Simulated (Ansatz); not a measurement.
Ga under changes of volume

One of the cells (18.191 Å³/atom); the others are scaled copies at fixed shape and fractional positions:

```xyz
2
Lattice="2.7784 0.0000 0.0000 0.0000 3.2816 0.0000 -1.3434 0.0000 3.9903" Properties=species:S:1:pos:R:3 pbc="T T T"
Ga   -0.6607    2.4612    3.0732
Ga    2.0957    0.8204    0.9171
```

This isn't the form of Ga at room conditions, which is orthorhombic.

* Program: Ansatz 0.2.0
* Functional: r2SCAN
* Potentials or basis: Ansatz PAW
* Cutoff: 500 eV (not typed: the program's choice for these potentials)
* k mesh: 10 × 8 × 7
* Occupations: fermi-dirac, width 0.05 eV
* Spin: no spin polarisation

```csv
volume (Å³/atom),energy over the lowest point (meV/atom),pressure (GPa),largest force (eV/Å)
17.100,13.46,4.2,0.077
17.463,5.69,2.6,0.067
17.827,1.33,1.2,0.059
18.191,0.00,-0.1,0.053
18.555,1.45,-1.2,0.048
18.919,5.42,-2.3,0.042
19.283,?,?,?
```

Task: What does the run at 19.283 Å³/atom give?

Result: Energy over the lowest point 11.58 meV/atom; pressure -3.2 GPa; largest force 0.037 eV/Å.

Worked out: A Birch-Murnaghan fit of order 3 (a polynomial in V^(-2/3)) to the other rows has its minimum at 18.18 Å³/atom with B0 = V·E''(V) = 61 GPa and B' = 4.1 at fixed shape and positions, which overstates the stiffness. It gives 11.64 meV/atom at 19.283 Å³/atom, against the run's 11.58, and -dE/dV = -3.2 GPa, against -3.2.

Energies are extrapolated to zero smearing.

Caveats: the PAW data sets come from PBE, with cores solved anew for the run's functional, which leaves a small shift of forces and pressure.
